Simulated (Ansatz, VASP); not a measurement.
# Two plane-wave programs on Sb

```
CELL_PARAMETERS angstrom
3.31800 0.00000 0.00000
0.00000 3.31800 0.00000
0.00000 0.00000 3.31800
ATOMIC_POSITIONS crystal
Sb 0.00000 0.00000 0.00000
```

Change from the starting cell: strain +0.050 along x and y, +0.050 along z, atoms carried along.

Alike in both runs: task single point; functional PBEsol; k mesh 16 × 16 × 16; occupations gaussian, width 0.15 eV; no spin polarisation.

|  | VASP | Ansatz |
| --- | --- | --- |
| version | VASP 6.6.1 | Ansatz 0.2.0 |
| potentials or method | VASP PAW PBE potentials, release 64 (Sb) | scalar-relativistic, plane waves, PAW |
| plane-wave cutoff (eV) | 520 | 420 |
| valence electrons in the cell | 5 | 15 |

|  | VASP | Ansatz | Ansatz less VASP |
| --- | --- | --- | --- |
| gap on the k mesh at the Fermi level (eV) | none | none | - |
| pressure (GPa) | -8.7 | -8.7 | +0.02 |

A gap of «none» marks a metal or a gap that the smearing closes. The two sets of potentials don't hold the same shells in valence.

Caveats: the PAW data sets were made with another functional, which shifts forces and pressure a little (VASP). Spin-orbit coupling is left out, which matters for the levels of Sb.
